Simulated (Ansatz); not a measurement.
The system is Mg.

```xyz
1
Lattice="0.0000 2.3026 2.3026 2.3026 0.0000 2.3026 2.3026 2.3026 0.0000" Properties=species:S:1:pos:R:3 pbc="T T T"
Mg    0.0000    0.0000    0.0000
```

This isn't the form of Mg at room conditions, which is hcp.

The cell isn't the ideal one: volume scaled by 1.08.

| Quantity | Value |
| --- | --- |
| Program | Ansatz 0.2.0 |
| Task | relaxation of cell and atoms |
| Functional | revPBE |
| Dispersion | D4 |
| Potentials or basis | all-electron LAPW, scalar-relativistic |
| Basis error allowed | 0.001 eV/atom |
| k mesh | 8 × 8 × 8 |
| Occupations | fermi-dirac, width 0.05 eV |
| Spin | non-collinear spin, program default start |

At the start: volume 24.42 Å³/atom.

Task: Where does the relaxation end?

Result: Over 10 steps the energy falls by 12.1 meV/atom and the volume is 23.27 Å³/atom (-4.7 %); space group Fm-3m (No. 225, to 0.05 Å); moment 0.00 μB per cell.

Step by step:
```tsv
step	energy change (eV)	largest force (eV/Å)	volume (Å³)
1	0.0000	0.0000	24.42
2	-0.0002	0.0000	24.41
3	-0.0102	0.0000	23.55
4	-0.0116	0.0000	23.24
5	-0.0120	0.0000	23.30
6	-0.0120	0.0000	23.30
7	-0.0122	0.0000	23.27
8	-0.0122	0.0000	23.27
9	-0.0122	0.0000	23.27
10	-0.0121	0.0000	23.27
```

Final structure:
```cif
data_structure
_symmetry_space_group_name_H-M 'P 1'
_symmetry_Int_Tables_number 1
_cell_length_a 3.2044
_cell_length_b 3.2044
_cell_length_c 3.2044
_cell_angle_alpha 60.000
_cell_angle_beta 60.000
_cell_angle_gamma 60.000
_cell_volume 23.27
loop_
_atom_site_label
_atom_site_type_symbol
_atom_site_fract_x
_atom_site_fract_y
_atom_site_fract_z
_atom_site_occupancy
Mg1 Mg 0.00000 0.00000 0.00000 1
```
